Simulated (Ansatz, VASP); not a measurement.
# Ti2CS: VASP beside Ansatz, part 2 of 2

Wanted: the spread between two codes on one cell, functional and k mesh. The structure shown comes from an earlier Ansatz run, which isn't shown and may have moved the atoms alone.

VASP 6.6.1 and Ansatz 0.2.0.

So far: The structure; Ansatz: elastic constants, PBEsol.

## 3. VASP: elastic constants, PBEsol

Level of this step: PBEsol, no spin polarisation; plane waves and PAW (Ti_sv, C, S) (VASP).

The same cell, functional, mesh and smearing now go to VASP, with its own data sets.

Lines of VASP's logs that name or quote its potential files are left out, and so is its time.

Contents of INCAR:

```
SYSTEM = Ti2CS
PREC = Accurate
ENCUT = 600
EDIFF = 1E-08
NELM = 120
ISMEAR = 0
SIGMA = 0.05
LREAL = .FALSE.
ALGO = Normal
GGA = PS
NBANDS = 42
LASPH = .TRUE.
LORBIT = 11
LWAVE = .FALSE.
LCHARG = .FALSE.
ISIF = 3
IBRION = 6
NFREE = 2
POTIM = 0.015
NSW = 1
GGA_COMPAT = .FALSE.
KPAR = 2
```

Contents of POSCAR:

```
Ti2CS
1.0
    3.1646607438      0.0000000000      0.0000000000
   -1.5823303719      2.7406765985      0.0000000000
    0.0000000000      0.0000000000     11.1470213914
Ti C S
4 2 2
Direct
    0.3333333333      0.6666666667      0.0997777376
    0.6666666667      0.3333333333      0.5997777376
    0.3333333333      0.6666666667      0.4002222624
    0.6666666667      0.3333333333      0.9002222624
    0.0000000000      0.0000000000      0.0000000000
    0.0000000000      0.0000000000      0.5000000000
    0.6666666667      0.3333333333      0.2500000000
    0.3333333333      0.6666666667      0.7500000000
```

Contents of KPOINTS:

```
Automatic mesh
0
Gamma
9 9 2
0 0 0
```

Potentials, in the order of the species: Ti_sv, C and S (PBE family, release 64).

On the command line:

```bash
$ mpirun -np 2 vasp_std
```

Numbers of over 12 decimals in the logs are rounded to 6 here.

What it wrote:

```text
[banner, memory and clock lines left out]
running    2 mpi-ranks, on    1 nodes
 distrk:  each k-point on    1 cores,    2 groups
 distr:  one band on    1 cores,    1 groups

 POSCAR found type information on POSCAR TiC S
 POSCAR found :  3 types and       8 ions
|                                                                             |
|               ----> ADVICE to this user running VASP <----                  |
|                                                                             |
|     You enforced a specific xc type in the INCAR file but a different       |
|     [... a line on the potential file left out ...]
|     I HOPE YOU KNOW WHAT YOU ARE DOING!                                     |
|                                                                             |

 LDA part: xc-table for (Slater+PW92), standard interpolation
 POSCAR, INCAR and KPOINTS ok, starting setup
 FFT: planning ... GRIDC
 FFT: planning ... GRID_SOFT
 FFT: planning ... GRID
 WAVECAR not read
 entering main loop
       N       E                     dE             d eps       ncg     rms          rms(c)
DAV:   1     0.966820528423E+03    0.96682E+03   -0.36382E+04  2016   0.214E+03
DAV:   2     0.711125036089E+02   -0.89571E+03   -0.87424E+03  2016   0.627E+02
DAV:   3    -0.743418194774E+02   -0.14545E+03   -0.14185E+03  3142   0.203E+02
DAV:   4    -0.878351258477E+02   -0.13493E+02   -0.13401E+02  2960   0.617E+01
DAV:   5    -0.885528691136E+02   -0.71774E+00   -0.71727E+00  3176   0.129E+01    0.335E+01
DAV:   6    -0.726627010903E+02    0.15890E+02   -0.12309E+02  2824   0.684E+01    0.116E+01
DAV:   7    -0.725099634980E+02    0.15274E+00   -0.12900E+01  2952   0.206E+01    0.680E+00
DAV:   8    -0.724903016596E+02    0.19662E-01   -0.12742E+00  3006   0.578E+00    0.187E+00
DAV:   9    -0.724688137430E+02    0.21488E-01   -0.30546E-01  2928   0.274E+00    0.867E-01
DAV:  10    -0.724741860341E+02   -0.53723E-02   -0.56559E-02  2934   0.138E+00    0.325E-01
DAV:  11    -0.724738111634E+02    0.37487E-03   -0.64239E-03  3006   0.483E-01    0.112E-01
DAV:  12    -0.724739541278E+02   -0.14296E-03   -0.16043E-03  2844   0.206E-01    0.281E-02
DAV:  13    -0.724739577698E+02   -0.36419E-05   -0.20770E-04  3036   0.987E-02    0.229E-02
DAV:  14    -0.724739545160E+02    0.32538E-05   -0.32377E-05  2852   0.315E-02    0.406E-03
DAV:  15    -0.724739548203E+02   -0.30425E-06   -0.16087E-06  3030   0.900E-03    0.212E-03
DAV:  16    -0.724739549056E+02   -0.85337E-07   -0.24323E-07  2934   0.309E-03    0.951E-04
DAV:  17    -0.724739548330E+02    0.72619E-07   -0.25853E-08  2012   0.129E-03    0.381E-04
DAV:  18    -0.724739548600E+02   -0.27007E-07   -0.13364E-08  1812   0.579E-04    0.721E-05
DAV:  19    -0.724739548563E+02    0.36744E-08   -0.20996E-09  1624   0.334E-04
   1 F= -.72473955E+02 E0= -.72473311E+02  d E =-.128749E-02
[... from here on, the cycles between the ionic steps are left out ...]
   2 F= -.72450201E+02 E0= -.72449282E+02  d E =-.183707E-02
  19 F= -.72472183E+02 E0= -.72471538E+02  d E =-.128975E-02
  20 F= -.72472386E+02 E0= -.72471739E+02  d E =-.129359E-02
  21 F= -.72472386E+02 E0= -.72471739E+02  d E =-.129358E-02
  22 F= -.72473002E+02 E0= -.72472365E+02  d E =-.127584E-02
  23 F= -.72473002E+02 E0= -.72472364E+02  d E =-.127583E-02
  24 F= -.72472529E+02 E0= -.72471882E+02  d E =-.129335E-02
 Finite differences progress:
  Degree of freedom:  12/ 12
  Displacement:        1/  2
  Total:              23/ 24
 bond charge predicted
       N       E                     dE             d eps       ncg     rms          rms(c)
DAV:   1    -0.724700356231E+02    0.24930E-02   -0.10376E+00  2046   0.286E+00    0.566E-01
DAV:   2    -0.724744530080E+02   -0.44174E-02   -0.69620E-02  2632   0.232E+00    0.439E-01
DAV:   3    -0.724729096877E+02    0.15433E-02   -0.25861E-02  2842   0.146E+00    0.192E-01
DAV:   4    -0.724725809156E+02    0.32877E-03   -0.40384E-03  3124   0.491E-01    0.142E-01
DAV:   5    -0.724726748884E+02   -0.93973E-04   -0.20300E-03  2956   0.483E-01    0.117E-01
DAV:   6    -0.724725254662E+02    0.14942E-03   -0.11341E-03  2820   0.426E-01    0.260E-02
DAV:   7    -0.724725296951E+02   -0.42289E-05   -0.88751E-05  3194   0.831E-02    0.121E-02
DAV:   8    -0.724725289808E+02    0.71433E-06   -0.36049E-05  2902   0.693E-02    0.608E-03
DAV:   9    -0.724725285497E+02    0.43108E-06   -0.61889E-06  3074   0.261E-02    0.285E-03
DAV:  10    -0.724725285912E+02   -0.41487E-07   -0.78542E-07  2892   0.697E-03    0.139E-03
DAV:  11    -0.724725285794E+02    0.11782E-07   -0.69334E-08  2748   0.209E-03    0.535E-04
DAV:  12    -0.724725285765E+02    0.28676E-08   -0.12985E-08  1536   0.848E-04
  25 F= -.72472529E+02 E0= -.72471882E+02  d E =-.129335E-02
 Finite differences progress:
  Degree of freedom:  12/ 12
  Displacement:        2/  2
  Total:              24/ 24
```

Parts of OUTCAR (step 3):

```text
ion  position               nearest neighbor table
   1  0.333  0.667  0.100-   5 2.14   5 2.14   5 2.14   7 2.48   7 2.48   7 2.48   4 2.88   4 2.88
                             4 2.88
   2  0.667  0.333  0.600-   6 2.14   6 2.14   6 2.14   8 2.48   8 2.48   8 2.48   3 2.88   3 2.88
                             3 2.88
   3  0.333  0.667  0.400-   6 2.14   6 2.14   6 2.14   7 2.48   7 2.48   7 2.48   2 2.88   2 2.88
                             2 2.88
   4  0.667  0.333  0.900-   5 2.14   5 2.14   5 2.14   8 2.48   8 2.48   8 2.48   1 2.88   1 2.88
                             1 2.88
   5  0.000  0.000  0.000-   1 2.14   4 2.14   4 2.14   1 2.14   4 2.14   1 2.14
   6  0.000  0.000  0.500-   2 2.14   3 2.14   2 2.14   3 2.14   2 2.14   3 2.14
   7  0.667  0.333  0.250-   1 2.48   3 2.48   1 2.48   3 2.48   1 2.48   3 2.48
   8  0.333  0.667  0.750-   2 2.48   4 2.48   2 2.48   4 2.48   2 2.48   4 2.48

  LATTYP: Found a hexagonal cell.
 ALAT       =     3.1646607438
 C/A-ratio  =     3.5223432443

 Subroutine GETGRP returns: Found 24 space group operations
 (whereof 12 operations were pure point group operations)

The static configuration has the point symmetry D_3d.
 The point group associated with its full space group is D_6h.

 Found     24 irreducible k-points:

   k-points           NKPTS =     24   k-points in BZ     NKDIM =     24   number of bands    NBANDS=     42

   dimension x,y,z NGX =    28 NGY =   28 NGZ =   90
   dimension x,y,z NGXF=    56 NGYF=   56 NGZF=  180

   ENCUT  =  600.0 eV  44.10 Ry    6.64 a.u.   6.32  6.32 22.26*2*pi/ulx,y,z

   NELECT =      68.0000    total number of electrons

 k-points in reciprocal lattice and weights: Automatic mesh
   0.00000000  0.00000000  0.00000000       0.006
   0.11111111 -0.00000000  0.00000000       0.037
   0.22222222 -0.00000000  0.00000000       0.037
   0.33333333 -0.00000000  0.00000000       0.037
   0.44444444 -0.00000000  0.00000000       0.037
   0.11111111  0.11111111  0.00000000       0.037
   0.22222222  0.11111111  0.00000000       0.074
   0.33333333  0.11111111  0.00000000       0.074
   0.44444444  0.11111111  0.00000000       0.037
[...]
0.33333333  0.22222222  0.50000000       0.074
   0.33333333  0.33333333  0.50000000       0.012

 average (electrostatic) potential at core
       1 -70.5748       2 -70.5840       3 -70.5923       4 -70.5835       5 -44.1557
       6 -44.1565       7 -82.3094       8 -82.3093

 E-fermi :  10.1984

 k-point     1 :       0.0000    0.0000    0.0000
  band No.  band energies     occupation
    ...
     31       9.7392      2.00000
     32       9.7392      2.00000
     33       9.9128      2.00000
     34      10.1394      1.90449
     35      10.1394      1.90449
     36      10.3282      0.00024
     37      10.3282      0.00024
     38      11.1619      0.00000
     39      11.1619      0.00000
     40      11.2707      0.00000
    ...

 k-point     2 :       0.1111   -0.0000    0.0000
  band No.  band energies     occupation
    ...
     30       8.1260      2.00000
     31       8.3445      2.00000
     32       8.9894      2.00000
     33       9.8218      2.00000
     34      10.0395      1.99999
     35      10.4800      0.00000
     36      10.7524      0.00000
     37      10.7722      0.00000
     38      11.0833      0.00000
     39      11.2420      0.00000
    ...

 k-point     3 :       0.2222   -0.0000    0.0000
  band No.  band energies     occupation
    ...
     30       7.4053      2.00000
     31       7.6078      2.00000
     32       8.3878      2.00000
     33       9.2265      2.00000
     34       9.5021      2.00000
     35      10.7607      0.00000
     36      11.1745      0.00000
     37      11.2712      0.00000
     38      11.2841      0.00000
     39      11.3947      0.00000
    ...

   1 f  =   18.994175 THz   119.343921 2PiTHz  633.577481 cm-1    78.553561 meV
             X         Y         Z           dx          dy          dz
     -0.000000  1.827118  1.112225     0.000009    0.167745    0.000000
      1.582330  0.913559  6.685735    -0.000009   -0.167745   -0.000000
     -0.000000  1.827118  4.461286    -0.000009   -0.167745   -0.000000
      1.582330  0.913559 10.034797     0.000009    0.167745    0.000000
      0.000000  0.000000  0.000000    -0.000036   -0.666125   -0.000000
      0.000000  0.000000  5.573511     0.000036    0.666125    0.000000
      1.582330  0.913559  2.786755     0.000000    0.000000   -0.000000
     -0.000000  1.827118  8.360266     0.000000    0.000000   -0.000000

   2 f  =   18.994175 THz   119.343921 2PiTHz  633.577481 cm-1    78.553561 meV
             X         Y         Z           dx          dy          dz
     -0.000000  1.827118  1.112225    -0.167745    0.000009    0.000000
      1.582330  0.913559  6.685735     0.167745   -0.000009    0.000000
     -0.000000  1.827118  4.461286     0.167745   -0.000009   -0.000000
      1.582330  0.913559 10.034797    -0.167745    0.000009   -0.000000
      0.000000  0.000000  0.000000     0.666125   -0.000036   -0.000000
      0.000000  0.000000  5.573511    -0.666125    0.000036    0.000000
      1.582330  0.913559  2.786755    -0.000000    0.000000    0.000000
     -0.000000  1.827118  8.360266    -0.000000    0.000000    0.000000

   3 f  =   18.820835 THz   118.254794 2PiTHz  627.795478 cm-1    77.836684 meV
             X         Y         Z           dx          dy          dz
     -0.000000  1.827118  1.112225     0.000002   -0.163427    0.000000
      1.582330  0.913559  6.685735     0.000002   -0.163427   -0.000000
     -0.000000  1.827118  4.461286     0.000002   -0.163427   -0.000000
      1.582330  0.913559 10.034797     0.000002   -0.163427    0.000000
      0.000000  0.000000  0.000000    -0.000008    0.668201   -0.000000
      0.000000  0.000000  5.573511    -0.000008    0.668201    0.000000
      1.582330  0.913559  2.786755     0.000000   -0.009536    0.000000
     -0.000000  1.827118  8.360266     0.000000   -0.009536   -0.000000

   4 f  =   18.820835 THz   118.254794 2PiTHz  627.795478 cm-1    77.836684 meV
             X         Y         Z           dx          dy          dz
     -0.000000  1.827118  1.112225     0.163427    0.000002    0.000000
      1.582330  0.913559  6.685735     0.163427    0.000002   -0.000000
     -0.000000  1.827118  4.461286     0.163427    0.000002   -0.000000
      1.582330  0.913559 10.034797     0.163427    0.000002    0.000000
      0.000000  0.000000  0.000000    -0.668201   -0.000008   -0.000000
      0.000000  0.000000  5.573511    -0.668201   -0.000008    0.000000
      1.582330  0.913559  2.786755     0.009536    0.000000    0.000000
     -0.000000  1.827118  8.360266     0.009536    0.000000   -0.000000

   5 f  =   17.717978 THz   111.325336 2PiTHz  591.008116 cm-1    73.275634 meV
             X         Y         Z           dx          dy          dz
     -0.000000  1.827118  1.112225    -0.000000    0.000000    0.156588
      1.582330  0.913559  6.685735    -0.000000    0.000000   -0.156588
     -0.000000  1.827118  4.461286    -0.000000    0.000000   -0.156588
      1.582330  0.913559 10.034797    -0.000000    0.000000    0.156588
      0.000000  0.000000  0.000000     0.000000   -0.000000   -0.671536
      0.000000  0.000000  5.573511     0.000000   -0.000000    0.671536
      1.582330  0.913559  2.786755     0.000000    0.000000   -0.000000
     -0.000000  1.827118  8.360266     0.000000   -0.000000    0.000000

   6 f  =   17.504148 THz   109.981803 2PiTHz  583.875517 cm-1    72.391305 meV
             X         Y         Z           dx          dy          dz
     -0.000000  1.827118  1.112225     0.000000   -0.000000    0.115862
      1.582330  0.913559  6.685735     0.000000   -0.000000    0.115862
     -0.000000  1.827118  4.461286     0.000000   -0.000000    0.115862
      1.582330  0.913559 10.034797     0.000000   -0.000000    0.115862
      0.000000  0.000000  0.000000    -0.000000    0.000000   -0.675442
      0.000000  0.000000  5.573511    -0.000000    0.000000   -0.675442
      1.582330  0.913559  2.786755    -0.000000    0.000000    0.130115
     -0.000000  1.827118  8.360266    -0.000000    0.000000    0.130115

   7 f  =   12.016329 THz    75.500822 2PiTHz  400.821590 cm-1    49.695521 meV
             X         Y         Z           dx          dy          dz
     -0.000000  1.827118  1.112225    -0.000000   -0.000000   -0.381634
      1.582330  0.913559  6.685735     0.000000    0.000000    0.381634
     -0.000000  1.827118  4.461286    -0.000000   -0.000000   -0.381634
      1.582330  0.913559 10.034797     0.000000    0.000000    0.381634
      0.000000  0.000000  0.000000     0.000000   -0.000000    0.000000
      0.000000  0.000000  5.573511     0.000000   -0.000000   -0.000000
      1.582330  0.913559  2.786755    -0.000000    0.000000    0.456849
     -0.000000  1.827118  8.360266    -0.000000   -0.000000   -0.456849

   8 f  =   11.990162 THz    75.336409 2PiTHz  399.948751 cm-1    49.587303 meV
             X         Y         Z           dx          dy          dz
     -0.000000  1.827118  1.112225     0.000000    0.000000   -0.500000
      1.582330  0.913559  6.685735    -0.000000   -0.000000   -0.500000
     -0.000000  1.827118  4.461286     0.000000    0.000000    0.500000
      1.582330  0.913559 10.034797    -0.000000   -0.000000    0.500000
      0.000000  0.000000  0.000000     0.000000    0.000000    0.000000
      0.000000  0.000000  5.573511    -0.000000    0.000000    0.000000
      1.582330  0.913559  2.786755     0.000000    0.000000    0.000000
     -0.000000  1.827118  8.360266    -0.000000   -0.000000   -0.000000

   9 f  =   10.634373 THz    66.817733 2PiTHz  354.724485 cm-1    43.980211 meV
             X         Y         Z           dx          dy          dz
     -0.000000  1.827118  1.112225     0.000000   -0.000000   -0.255571
      1.582330  0.913559  6.685735    -0.000000    0.000000   -0.255571
     -0.000000  1.827118  4.461286     0.000000   -0.000000   -0.255571
      1.582330  0.913559 10.034797    -0.000000    0.000000   -0.255571
      0.000000  0.000000  0.000000    -0.000000   -0.000000    0.029262
      0.000000  0.000000  5.573511    -0.000000   -0.000000    0.029262
      1.582330  0.913559  2.786755     0.000000    0.000000    0.607051
     -0.000000  1.827118  8.360266     0.000000   -0.000000    0.607051

  10 f  =    9.577465 THz    60.176987 2PiTHz  319.469844 cm-1    39.609195 meV
             X         Y         Z           dx          dy          dz
     -0.000000  1.827118  1.112225    -0.000019   -0.351622    0.000000
      1.582330  0.913559  6.685735     0.000019    0.351622   -0.000000
     -0.000000  1.827118  4.461286    -0.000019   -0.351622   -0.000000
      1.582330  0.913559 10.034797     0.000019    0.351622    0.000000
      0.000000  0.000000  0.000000    -0.000000   -0.000000    0.000000
      0.000000  0.000000  5.573511    -0.000000   -0.000000   -0.000000
      1.582330  0.913559  2.786755     0.000027    0.502716    0.000000
     -0.000000  1.827118  8.360266    -0.000027   -0.502716   -0.000000

  11 f  =    9.577465 THz    60.176987 2PiTHz  319.469844 cm-1    39.609195 meV
             X         Y         Z           dx          dy          dz
     -0.000000  1.827118  1.112225    -0.351622    0.000019   -0.000000
      1.582330  0.913559  6.685735     0.351622   -0.000019    0.000000
     -0.000000  1.827118  4.461286    -0.351622    0.000019    0.000000
      1.582330  0.913559 10.034797     0.351622   -0.000019   -0.000000
    [... 145 further lines ...]
      1.582330  0.913559  2.786755     0.000000    0.000000    0.338467
     -0.000000  1.827118  8.360266     0.000000    0.000000    0.338467

 ELASTIC MODULI CONTR FROM IONIC RELAXATION (kBar)
 Direction    XX          YY          ZZ          XY          YZ          ZX
 --------------------------------------------------------------------------------
 XX        -135.0777     38.8762    -82.1927      0.0000      0.0000     -0.0000
 YY          38.8762   -135.0777    -82.1927     -0.0000     -0.0000      0.0000
 ZZ         -82.1927    -82.1927   -140.4478     -0.0000      0.0000      0.0000
 XY           0.0000     -0.0000     -0.0000    -86.9770     -0.0000      0.0000
 YZ           0.0000     -0.0000      0.0000     -0.0000    -57.7773     -0.0000
 ZX          -0.0000      0.0000      0.0000      0.0000     -0.0000    -57.7772
 --------------------------------------------------------------------------------

 TOTAL ELASTIC MODULI (kBar)
 Direction    XX          YY          ZZ          XY          YZ          ZX
 --------------------------------------------------------------------------------
 XX        3695.7546    933.2702   1142.2649      0.0000      0.0000     -0.0000
 YY         933.2702   3695.7546   1142.2649     -0.0000     -0.0000      0.0000
 ZZ        1142.2649   1142.2649   3821.9995     -0.0000      0.0000      0.0000
 XY           0.0000     -0.0000     -0.0000   1381.2422     -0.0000      0.0000
 YZ           0.0000     -0.0000      0.0000     -0.0000   1823.3950     -0.0000
 ZX          -0.0000      0.0000      0.0000      0.0000     -0.0000   1823.3947
 --------------------------------------------------------------------------------

 total charge
# of ion       s       p       d       tot
------------------------------------------
    1        2.189   6.206   2.012  10.408
    2        2.189   6.206   2.012  10.408
    3        2.189   6.206   2.012  10.408
    4        2.189   6.206   2.012  10.408
    5        0.880   1.516   0.000   2.396
    6        0.880   1.516   0.000   2.396
    7        1.315   2.463   0.000   3.779
    8        1.315   2.463   0.000   3.779
--------------------------------------------------
tot         13.149  32.784   8.047  53.980

[... 2 further parts left out ...]
```

Levels, forces or a CONTCAR printed for this step are those of its last displaced cell, not of the structure at rest.

## 4. Comparison

Known differences besides the potentials themselves: the cutoff is 420 eV in Ansatz and 600 eV in VASP; Ansatz makes its cores anew for this functional, VASP keeps those of its PBE data sets; VASP takes each elastic constant from one size of strain, Ansatz from those that its log lists. Total energies have different zeros and are not compared.

Compared:

```csv
quantity,Ansatz,VASP,difference
C11 (GPa),373.8,369.6,+1.13 %
C22 (GPa),373.8,369.6,+1.13 %
C33 (GPa),385.6,382.2,+0.90 %
C12 (GPa),92.8,93.3,-0.62 %
C13 (GPa),112.6,114.2,-1.44 %
C23 (GPa),112.6,114.2,-1.44 %
C44 (GPa),182.1,182.3,-0.11 %
C55 (GPa),182.1,182.3,-0.11 %
C66 (GPa),140.5,138.1,+1.72 %
```

## 5. Results

```yaml
difference_in_c66_elastic_constants_pbesol: 1.7 %
```

What this shows: The difference in C66 is 1.7 % (elastic constants, PBEsol), within the 5 % picked in this series as the mark of a large difference. How closely two codes agree says nothing of how well the functional describes the real material.

[Lines on the potential files, build, host, timing and source positions are cut from VASP's logs without a mark.]

[Logs are printed without paths, hosts, clocks, repeated set-up lines and the standing remarks that a program may print on its own settings, such as how far it seeks lower states.]

[Hosts, paths, dates, database ids (printed as entryN), source tags and the programs' standing remarks are cut or masked in the printed files.]
